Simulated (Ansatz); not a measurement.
Consider the hydrogen abstraction from the O–H bond: `[OH][Al]([F])[F]` + `F[C](F)F`• → `[O][Al]([F])[F]`• + `FC(F)F`.

Isolated molecules relaxed with PBE0-D4/def2-TZVP in Ansatz; ΔE leaves out vibrations. CBS: MP2 limit from def2 TZ/QZ plus the TZ coupled-cluster correction, frozen cores. This one scheme is used for every species. Functionals use def2-TZVPP. No spin–orbit coupling; open shells (•) take unrestricted orbitals. One conformer a species, not always the lowest.

```json
{"level": "RPA@PBE/def2-TZVPP", "ΔE (kcal/mol)": "12.3"}
{"level": "CCSD(T)/def2-SVP", "ΔE (kcal/mol)": "14.0"}
```

Q: What does CCSD(T)/CBS give? (Best estimate.)

A: The calculation gave: +17.3 kcal/mol. The listed levels differ from it by -5.0, -3.3 kcal/mol.

Largest T1 diagnostic among the species: 0.014.

Leaving LDA and LC-ωPBE aside and taking each functional with its dispersion term where it has one, the values, not all of them listed here, spread over 7.8 kcal/mol, from BHLYP-D4 to PBE-D4. LDA lies +6.9 kcal/mol from PBE without D4. From r2SCAN to r2SCAN0 (25 % exact exchange), in def2-TZVPP and without D4, ΔE moves by −1.9 kcal/mol. At CCSD(T), def2-SVP lies −3.3 kcal/mol from the extrapolated value and def2-TZVPP −1.6 kcal/mol.

CCSD(T)/CBS has its own doubt, a few kJ/mol and more with outer-core shells, so smaller differences from it don't rank the levels.
